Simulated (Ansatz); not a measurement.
Ansatz input file:

```yaml
crystal:
  lattice:
    - [2.9239890448, 0.0, 0.0]
    - [-1.4619945224, 2.5322487932, 0.0]
    - [0.0, 0.0, 26.4829105703]
  atoms:
    - { symbol: Ta, position: [0.3333333333, 0.6666666667, 0.2832015001] }
    - { symbol: "N", position: [0.0, 0.0, 0.3374011251] }
    - { symbol: Ta, position: [0.3333333333, 0.6666666667, 0.39160075] }
    - { symbol: "N", position: [0.0, 0.0, 0.445800375] }
    - { symbol: Ta, position: [0.3333333333, 0.6666666667, 0.5] }
    - { symbol: "N", position: [0.0, 0.0, 0.554199625] }
    - { symbol: Ta, position: [0.3333333333, 0.6666666667, 0.60839925] }
    - { symbol: "N", position: [0.0, 0.0, 0.6625988749] }
    - { symbol: Ta, position: [0.3333333333, 0.6666666667, 0.7167984999] }
basis:
  ecutwfc: 420
kpoints:
  mp_grid: { grid: [12, 12, 1] }
hamiltonian:
  xc: pbesol
scf:
  occupations: { method: gaussian, width: 0.1 }
output:
  forces: true
  eigenvalues: true
relax:
  adjacent_minimum: "off"
  f_tol: 0.02
  max_steps: 60
efield:
  axis: 3
  dipole_correction: true
  ramp_width: 0.04
```

Command:
```bash
ansatz run input.yaml --threads 1 --pin off --max-ram 2560MiB --backend cpu --events-out ev --progress --plain --runs-dir out
```

Theory: DFT PBEsol, scalar-relativistic, plane waves, PAW in Ansatz.

Abridged output (iterations and final results):

```
SCF iter   1: F=—  HF=-50554.042664 eV  |F-HF|=—  |Δ(HF+E_count)|=         —  Δρ=1.40e-2  dr2=1.65e0  ethr=1.77e-3  p=0.000 e·Å  D=2.01e-13 V/Å  ΔV_dip= 0.00 eV  dr2_dipole=1.47e-4  V_vac-E_F(+/−)=5.41/5.41 eV  ⟨swp⟩=7.9  Hψ=4781  notcnv=0
efield: sawtooth ramp at fractional position 0.9800 (placed from the atoms, in the widest stretch of the axis that holds none; the zero of the levels goes with the place), width 0.0400; the density the first Hamiltonian is built on has a dipole p = 0.000 e·Å; the dipole correction subtracts the counter field D = 2.01e-13 V/Å, which shifts the + side's vacuum level by  0.00 eV against the − side's; the planar-averaged density in the ramp window peaks in size at 5.0e-5 e/Å³
SCF iter   2: F=—  HF=-50554.108849 eV  |F-HF|=—  |Δ(HF+E_count)|=   6.62e-2  Δρ=2.02e-2  dr2=8.56e-1  ethr=1.77e-3  p= 0.000 e·Å  D=-6.15e-5 V/Å  ΔV_dip=0.00 eV  dr2_dipole=8.80e-5  V_vac-E_F(+/−)=5.19/5.19 eV  ⟨swp⟩=3.1  Hψ=1763  notcnv=0  defer=61
SCF iter   3: F=—  HF=-50553.920678 eV  |F-HF|=—  |Δ(HF+E_count)|=   1.88e-1  Δρ=3.50e-3  dr2=3.78e-2  ethr=1.01e-3  p= 0.000 e·Å  D=-6.63e-5 V/Å  ΔV_dip=0.00 eV  dr2_dipole=5.31e-5  V_vac-E_F(+/−)=5.21/5.21 eV  ⟨swp⟩=2.4  Hψ=1500  notcnv=0  defer=61
SCF iter   4: F=—  HF=-50553.913328 eV  |F-HF|=—  |Δ(HF+E_count)|=   7.35e-3  Δρ=2.05e-3  dr2=2.77e-2  ethr=4.45e-5  p= 0.000 e·Å  D=-2.52e-5 V/Å  ΔV_dip=0.00 eV  dr2_dipole=7.93e-6  V_vac-E_F(+/−)=5.21/5.21 eV  ⟨swp⟩=3.3  Hψ=1938  notcnv=0  defer=53
SCF iter   5: F=—  HF=-50553.910518 eV  |F-HF|=—  |Δ(HF+E_count)|=   2.81e-3  Δρ=1.03e-3  dr2=1.63e-3  ethr=3.26e-5  p= 0.000 e·Å  D=-1.63e-5 V/Å  ΔV_dip=0.00 eV  dr2_dipole=3.17e-6  V_vac-E_F(+/−)=5.21/5.21 eV  ⟨swp⟩=2.0  Hψ=1229  notcnv=0  defer=53
SCF iter   6: F=—  HF=-50553.910990 eV  |F-HF|=—  |Δ(HF+E_count)|=   4.71e-4  Δρ=5.30e-4  dr2=4.33e-4  ethr=1.92e-6  p= 0.000 e·Å  D=-2.38e-6 V/Å  ΔV_dip=0.00 eV  dr2_dipole=2.91e-9  V_vac-E_F(+/−)=5.20/5.20 eV  ⟨swp⟩=2.6  Hψ=1630  notcnv=0  defer=53
SCF iter   7: F=—  HF=-50553.911057 eV  |F-HF|=—  |Δ(HF+E_count)|=   6.66e-5  Δρ=3.01e-4  dr2=1.75e-4  ethr=5.09e-7  p=0.000 e·Å  D=1.25e-6 V/Å  ΔV_dip= 0.00 eV  dr2_dipole=4.01e-8  V_vac-E_F(+/−)=5.20/5.20 eV  ⟨swp⟩=2.5  Hψ=1452  notcnv=0  defer=54
SCF iter   8: F=—  HF=-50553.911052 eV  |F-HF|=—  |Δ(HF+E_count)|=   4.26e-6  Δρ=1.07e-4  dr2=1.91e-5  ethr=2.06e-7  p=0.000 e·Å  D=1.41e-6 V/Å  ΔV_dip= 0.00 eV  dr2_dipole=2.79e-8  V_vac-E_F(+/−)=5.20/5.20 eV  ⟨swp⟩=2.5  Hψ=1430  notcnv=0  defer=54
SCF iter   9: F=-50553.911059 eV  HF=-50553.911057 eV  |F-HF|=2.47e-6  |Δ(HF+E_count)|=   4.74e-6  Δρ=4.21e-5  dr2=1.72e-6  ethr=1.18e-8  p=0.000 e·Å  D=1.17e-6 V/Å  ΔV_dip= 0.00 eV  dr2_dipole=3.17e-9  V_vac-E_F(+/−)=5.21/5.21 eV  ⟨swp⟩=17.5  Hψ=5321  notcnv=0
SCF iter  10: F=-50553.911059 eV  HF=-50553.911060 eV  |F-HF|=7.06e-7  |Δ(HF+E_count)|=   2.59e-6  Δρ=2.41e-5  dr2=1.52e-6  ethr=2.02e-9  p=0.000 e·Å  D=2.20e-7 V/Å  ΔV_dip= 0.00 eV  dr2_dipole=4.93e-10  V_vac-E_F(+/−)=5.21/5.21 eV  ⟨swp⟩=4.3  Hψ=3686  notcnv=0
SCF 1 converged in 10 iterations: F = -50553.911059 eV  dr2 = 1.52e-6
relax step   1: F+E_penalty+E_count = -50553.91105891 eV  Δ(F+E_penalty+E_count) = +0.000e0 eV  max|allowed force component| = 3.808e-1 eV/Å  Δτ_max = 0.0000 Å  (10 SCF iters, dr2 threshold 1.00e-5 eV, accepted)
Initial density: handed on by an earlier stage of this run
Initial wavefunctions: those handed on with the density
SCF iter   1: F=—  HF=-50553.920789 eV  |F-HF|=—  |Δ(HF+E_count)|=         —  Δρ=1.44e-3  dr2=8.62e-3  ethr=1.08e-5  p=0.000 e·Å  D=2.20e-7 V/Å  ΔV_dip= 0.00 eV  dr2_dipole=1.45e-8  V_vac-E_F(+/−)=5.20/5.20 eV  ⟨swp⟩=2.1  Hψ=2731  notcnv=0  defer=55
efield: sawtooth ramp at fractional position 0.9800 (handed on by an earlier solve), width 0.0400; the density the first Hamiltonian is built on has a dipole p = 0.000 e·Å; the dipole correction subtracts the counter field D = 2.20e-7 V/Å, which shifts the + side's vacuum level by  0.00 eV against the − side's; the planar-averaged density in the ramp window peaks in size at 2.9e-6 e/Å³
SCF iter   2: F=—  HF=-50553.921084 eV  |F-HF|=—  |Δ(HF+E_count)|=   2.94e-4  Δρ=1.38e-3  dr2=9.84e-3  ethr=1.01e-5  p=0.000 e·Å  D=1.62e-6 V/Å  ΔV_dip= 0.00 eV  dr2_dipole=2.19e-10  V_vac-E_F(+/−)=5.20/5.20 eV  ⟨swp⟩=2.3  Hψ=1514  notcnv=0  defer=55
SCF iter   3: F=—  HF=-50553.919880 eV  |F-HF|=—  |Δ(HF+E_count)|=   1.20e-3  Δρ=7.06e-4  dr2=4.07e-3  ethr=1.01e-5  p= 0.000 e·Å  D=-7.32e-7 V/Å  ΔV_dip=0.00 eV  dr2_dipole=4.03e-10  V_vac-E_F(+/−)=5.20/5.20 eV  ⟨swp⟩=2.6  Hψ=1492  notcnv=0  defer=55
SCF iter   4: F=—  HF=-50553.919405 eV  |F-HF|=—  |Δ(HF+E_count)|=   4.75e-4  Δρ=1.10e-4  dr2=7.84e-5  ethr=4.78e-6  p=0.000 e·Å  D=4.21e-7 V/Å  ΔV_dip= 0.00 eV  dr2_dipole=2.07e-10  V_vac-E_F(+/−)=5.20/5.20 eV  ⟨swp⟩=2.2  Hψ=1298  notcnv=0  defer=55
SCF iter   5: F=—  HF=-50553.919395 eV  |F-HF|=—  |Δ(HF+E_count)|=   1.06e-5  Δρ=8.39e-5  dr2=1.69e-5  ethr=9.22e-8  p=0.000 e·Å  D=1.47e-7 V/Å  ΔV_dip= 0.00 eV  dr2_dipole=3.22e-10  V_vac-E_F(+/−)=5.20/5.20 eV  ⟨swp⟩=2.9  Hψ=1683  notcnv=0  defer=55
SCF iter   6: F=-50553.919392 eV  HF=-50553.919392 eV  |F-HF|=1.86e-8  |Δ(HF+E_count)|=   2.97e-6  Δρ=1.68e-5  dr2=7.04e-7  ethr=1.07e-8  p=0.000 e·Å  D=5.65e-7 V/Å  ΔV_dip= 0.00 eV  dr2_dipole=2.91e-12  V_vac-E_F(+/−)=5.20/5.20 eV  ⟨swp⟩=15.6  Hψ=5298  notcnv=0
SCF iter   7: F=-50553.919392 eV  HF=-50553.919392 eV  |F-HF|=1.24e-7  |Δ(HF+E_count)|=   2.35e-7  Δρ=8.91e-6  dr2=1.44e-7  ethr=8.28e-10  p=0.000 e·Å  D=3.90e-7 V/Å  ΔV_dip= 0.00 eV  dr2_dipole=2.43e-12  V_vac-E_F(+/−)=5.20/5.20 eV  ⟨swp⟩=2.5  Hψ=3026  notcnv=0
SCF 2 converged in 7 iterations: F = -50553.919392 eV  dr2 = 1.44e-7
relax step   2: F+E_penalty+E_count = -50553.91939204 eV  Δ(F+E_penalty+E_count) = -8.333e-3 eV  max|allowed force component| = 1.580e-1 eV/Å  Δτ_max = 0.0157 Å  (7 SCF iters, dr2 threshold 9.06e-6 eV, accepted)
SCF iter   1: F=—  HF=-50553.921485 eV  |F-HF|=—  |Δ(HF+E_count)|=         —  Δρ=7.05e-4  dr2=2.59e-3  ethr=2.52e-5  p=0.000 e·Å  D=3.91e-7 V/Å  ΔV_dip= 0.00 eV  dr2_dipole=1.02e-8  V_vac-E_F(+/−)=5.19/5.19 eV  ⟨swp⟩=2.0  Hψ=1610  notcnv=0  defer=8
efield: sawtooth ramp at fractional position 0.9800 (handed on by an earlier solve), width 0.0400; the density the first Hamiltonian is built on has a dipole p = 0.000 e·Å; the dipole correction subtracts the counter field D = 3.91e-7 V/Å, which shifts the + side's vacuum level by  0.00 eV against the − side's; the planar-averaged density in the ramp window peaks in size at 2.3e-6 e/Å³
SCF iter   2: F=—  HF=-50553.921309 eV  |F-HF|=—  |Δ(HF+E_count)|=   1.76e-4  Δρ=5.06e-4  dr2=2.22e-3  ethr=3.04e-6  p=0.000 e·Å  D=2.35e-7 V/Å  ΔV_dip= 0.00 eV  dr2_dipole=2.68e-11  V_vac-E_F(+/−)=5.20/5.20 eV  ⟨swp⟩=3.1  Hψ=1672  notcnv=0  defer=10
SCF iter   3: F=—  HF=-50553.921083 eV  |F-HF|=—  |Δ(HF+E_count)|=   2.25e-4  Δρ=2.08e-4  dr2=2.39e-4  ethr=2.61e-6  p=0.000 e·Å  D=2.05e-8 V/Å  ΔV_dip= 0.00 eV  dr2_dipole=1.97e-11  V_vac-E_F(+/−)=5.20/5.20 eV  ⟨swp⟩=2.2  Hψ=1348  notcnv=0  defer=10
SCF iter   4: F=—  HF=-50553.921132 eV  |F-HF|=—  |Δ(HF+E_count)|=   4.90e-5  Δρ=5.60e-5  dr2=5.61e-6  ethr=2.81e-7  p=0.000 e·Å  D=1.42e-7 V/Å  ΔV_dip= 0.00 eV  dr2_dipole=4.76e-11  V_vac-E_F(+/−)=5.20/5.20 eV  ⟨swp⟩=2.7  Hψ=1469  notcnv=0  defer=10
SCF iter   5: F=—  HF=-50553.921134 eV  |F-HF|=—  |Δ(HF+E_count)|=   1.13e-6  Δρ=3.10e-5  dr2=1.59e-6  ethr=1.83e-9  p=0.000 e·Å  D=1.79e-8 V/Å  ΔV_dip= 0.00 eV  dr2_dipole=9.65e-14  V_vac-E_F(+/−)=5.20/5.20 eV  ⟨swp⟩=14.8  Hψ=5687  notcnv=0
SCF iter   6: F=-50553.921134 eV  HF=-50553.921134 eV  |F-HF|=1.15e-7  |Δ(HF+E_count)|=   3.10e-7  Δρ=1.70e-5  dr2=4.12e-7  ethr=1.83e-9  p=0.000 e·Å  D=4.70e-8 V/Å  ΔV_dip= 0.00 eV  dr2_dipole=1.54e-12  V_vac-E_F(+/−)=5.20/5.20 eV  ⟨swp⟩=6.0  Hψ=3878  notcnv=0
SCF 3 converged in 6 iterations: F = -50553.921134 eV  dr2 = 4.12e-7
relax step   3: F+E_penalty+E_count = -50553.92113403 eV  Δ(F+E_penalty+E_count) = -1.742e-3 eV  max|allowed force component| = 7.913e-3 eV/Å  Δτ_max = 0.0077 Å  (6 SCF iters, dr2 threshold 1.56e-6 eV, accepted)
SCF iter   1: F=—  HF=-50553.921130 eV  |F-HF|=—  |Δ(HF+E_count)|=         —  Δρ=1.70e-5  dr2=4.20e-7  ethr=4.94e-10  p=0.000 e·Å  D=4.70e-8 V/Å  ΔV_dip= 0.00 eV  dr2_dipole=2.19e-12  V_vac-E_F(+/−)=5.20/5.20 eV  ⟨swp⟩=1.0  Hψ=2432  notcnv=0
efield: sawtooth ramp at fractional position 0.9800 (handed on by an earlier solve), width 0.0400; the density the first Hamiltonian is built on has a dipole p = 0.000 e·Å; the dipole correction subtracts the counter field D = 4.70e-8 V/Å, which shifts the + side's vacuum level by  0.00 eV against the − side's; the planar-averaged density in the ramp window peaks in size at 2.3e-6 e/Å³
SCF iter   2: F=—  HF=-50553.921134 eV  |F-HF|=—  |Δ(HF+E_count)|=   4.54e-6  Δρ=2.19e-5  dr2=1.22e-6  ethr=4.94e-10  p= 0.000 e·Å  D=-1.96e-7 V/Å  ΔV_dip=0.00 eV  dr2_dipole=1.45e-11  V_vac-E_F(+/−)=5.20/5.20 eV  ⟨swp⟩=3.2  Hψ=1926  notcnv=0
SCF iter   3: F=—  HF=-50553.921134 eV  |F-HF|=—  |Δ(HF+E_count)|=   2.20e-7  Δρ=7.35e-6  dr2=1.14e-7  ethr=4.94e-10  p=0.000 e·Å  D=1.48e-8 V/Å  ΔV_dip= 0.00 eV  dr2_dipole=1.85e-12  V_vac-E_F(+/−)=5.20/5.20 eV  ⟨swp⟩=3.2  Hψ=1941  notcnv=0
SCF iter   4: F=—  HF=-50553.921134 eV  |F-HF|=—  |Δ(HF+E_count)|=   6.13e-8  Δρ=6.15e-6  dr2=1.33e-7  ethr=1.18e-10  p= 0.000 e·Å  D=-1.80e-7 V/Å  ΔV_dip=0.00 eV  dr2_dipole=2.28e-12  V_vac-E_F(+/−)=5.20/5.20 eV  ⟨swp⟩=6.8  Hψ=4144  notcnv=0
SCF iter   5: F=-50553.921134 eV  HF=-50553.921134 eV  |F-HF|=5.82e-10  |Δ(HF+E_count)|=   1.32e-8  Δρ=1.03e-6  dr2=1.74e-9  ethr=1.18e-10  p= 0.000 e·Å  D=-8.13e-8 V/Å  ΔV_dip=0.00 eV  dr2_dipole=5.31e-13  V_vac-E_F(+/−)=5.20/5.20 eV  ⟨swp⟩=3.7  Hψ=3861  notcnv=0
SCF 4 converged in 5 iterations: F = -50553.921134 eV  dr2 = 1.74e-9
relax step   4: F+E_penalty+E_count = -50553.92113421 eV  Δ(F+E_penalty+E_count) = -1.846e-7 eV  max|allowed force component| = 7.954e-3 eV/Å  Δτ_max = 0.0000 Å  (5 SCF iters, accepted)
SCF converged after 5 iterations
Free energy (F): -50553.921134 eV
Harris-Foulkes:  -50553.921134 eV  (|F-HF|=5.82e-10)
Internal energy: -50553.903169 eV  (E = F + TS)
E sigma→0 (E₀):  -50553.912151 eV
Entropy (-TS):   -0.017966 eV (-1.996 meV/atom)
Fermi energy:    8.134560 eV
Dipole field:    D = 0.000001 V/Å  (p = 0.000001 e·Å, saw-weighted, corrected)
Work function:   Φ+ = 5.1964 eV   Φ− = 5.1964 eV
Levels:          The Fermi level and band energies are counted from a zero that moves with the ramp; work functions are not
--- Per-component energies (eV) ---
  E_band       = -1308.726438
  E_kinetic    = 2359.133304
  E_local      = -96673.200498  (includes V_loc(G=0)·N_el)
  E_nonlocal   = 267.612225
  E_hartree    = 47359.323859
  E_xc         = -1325.815228
  E_vxc        = -1326.803639  (∫ρ·V_xc dr)
  E_paw        = -41853.440877  (= ΣΔE_a)
  E_vpaw       = -654.113519  (= ΣTr[D̂ρ^β])
  E_aug_tail   = 0.000886  (compensation charges beyond the density's cutoff)
  E_efield     = 0.000000  (sawtooth field / dipole correction)
  E_vefield    = 0.000000  (∫n·V_field dr)
  E_ewald      = 39311.302533
  E_core_change = 1.180628  (= ΣΔE_core)
  E_smearing   = -0.017966  (= −TS)
--- Forces (eV/Å), atoms counted from 1 ---
  atom   1  Ta     0.00000000     0.00000000     0.00795380
  atom   2  N      0.00000000     0.00000000    -0.00735332
  atom   3  Ta     0.00000000     0.00000000    -0.00753592
  atom   4  N      0.00000000     0.00000000     0.00393885
  atom   5  Ta     0.00000000     0.00000000    -0.00019771
  atom   6  N      0.00000000     0.00000000    -0.00390652
  atom   7  Ta     0.00000000     0.00000000     0.00770737
  atom   8  N      0.00000000     0.00000000     0.00733625
  atom   9  Ta     0.00000000     0.00000000    -0.00794201
--- Band table (eV; the first three rows and the last of 19) ---
  k-point 0: bands = ["-60.0964", "-60.0739", "-60.0582", "-59.7435", "-59.7435", "-27.3261", "-27.0708", "-26.7516", "-26.4454", "-26.3814", "-26.1773", "-26.1773", "-26.1507", "-26.1507", "-26.1173", "-26.1173", "-25.6849", "-25.6849", "-25.6849", "-25.6849", "-9.3509", "-8.7320", "-7.8687", "-7.1198", "-0.8439", "0.1446", "1.5761", "3.1552", "3.7127", "3.7127", "3.9572", "3.9572", "4.0777", "4.2714", "4.2714", "4.4487", "4.4487", "6.1884", "7.0086", "7.1405", "7.8048", "8.3054", "8.3054", "8.6449", "8.6449", "9.0478", "9.0478", "9.2492", "9.7852", "9.7852", "10.3166", "10.9268"]
  k-point 1: bands = ["-60.0910", "-60.0685", "-60.0528", "-59.7383", "-59.7383", "-27.3084", "-27.0552", "-26.7392", "-26.4358", "-26.3718", "-26.2555", "-26.2265", "-26.1941", "-26.1903", "-26.1671", "-26.1332", "-25.7541", "-25.7541", "-25.7003", "-25.7003", "-9.2134", "-8.6263", "-7.8193", "-7.1367", "-0.6417", "0.3088", "1.6815", "3.1878", "3.3016", "3.6502", "3.8106", "3.9686", "4.0002", "4.2151", "4.2543", "4.2958", "4.3095", "6.0536", "6.8631", "7.0655", "7.5382", "8.0227", "8.1781", "8.5228", "8.8452", "9.1007", "9.1958", "9.4195", "9.8216", "10.0194", "10.6471", "10.9060"]
  k-point 2: bands = ["-60.0760", "-60.0537", "-60.0382", "-59.7243", "-59.7243", "-27.2596", "-27.0125", "-26.7061", "-26.4722", "-26.4285", "-26.4016", "-26.3854", "-26.3450", "-26.2398", "-26.2116", "-26.1762", "-25.9394", "-25.9394", "-25.7421", "-25.7421", "-8.8361", "-8.3422", "-7.6952", "-7.1895", "-0.1229", "0.7122", "1.8621", "2.4246", "2.6320", "3.3998", "3.4919", "3.8080", "3.9044", "4.0300", "4.0704", "4.0907", "4.8116", "5.8709", "6.4527", "6.6494", "6.9198", "7.8289", "7.8679", "9.1504", "9.1729", "9.3132", "9.4313", "9.7291", "10.0655", "10.6208", "10.6930", "10.9187"]
  k-point 18: bands = ["-60.0040", "-59.9822", "-59.9677", "-59.6568", "-59.6568", "-27.0183", "-26.9933", "-26.9413", "-26.8844", "-26.8733", "-26.8424", "-26.7972", "-26.7894", "-26.5283", "-26.3882", "-26.3882", "-26.3453", "-26.3453", "-26.2679", "-26.2153", "-7.4029", "-7.2051", "-6.9920", "-6.8576", "0.0831", "0.6680", "0.9173", "1.4876", "1.7252", "1.8018", "2.0517", "2.1969", "2.5351", "2.9023", "2.9706", "3.9629", "7.5789", "7.6600", "7.8274", "7.8973", "7.9052", "7.9150", "8.0298", "9.1736", "9.9822", "10.0346", "10.3811", "11.0751", "11.2641", "11.7213", "12.0261", "12.2412"]
--- Relaxed structure (4 steps of the walk, 4 accepted, 0 SCFs on fresh bases) ---
  F+E_penalty+E_count = -50553.92113421 eV   max|allowed force component| = 7.954e-3 eV/Å
  atoms:
    - { symbol: Ta, position: [0.33333333, 0.66666666, 0.28337715] }
    - { symbol: N, position: [0.0, 0.0, 0.33828529] }
    - { symbol: Ta, position: [0.33333333, 0.66666666, 0.39144539] }
    - { symbol: N, position: [0.0, 0.0, 0.44579605] }
    - { symbol: Ta, position: [0.33333333, 0.66666666, 0.50000020] }
    - { symbol: N, position: [0.0, 0.0, 0.55420401] }
    - { symbol: Ta, position: [0.33333333, 0.66666666, 0.60855449] }
    - { symbol: N, position: [0.0, 0.0, 0.66171464] }
    - { symbol: Ta, position: [0.33333333, 0.66666666, 0.71662274] }
```

The relaxation met its thresholds.

It took 74 s on 1 thread of Arm Neoverse V2, with other jobs on the host, peak memory 0.46 GiB.

Spin–orbit coupling is left out, which can shift energies with elements as heavy as these. Spin polarisation was left out, and a magnetic state may lie lower.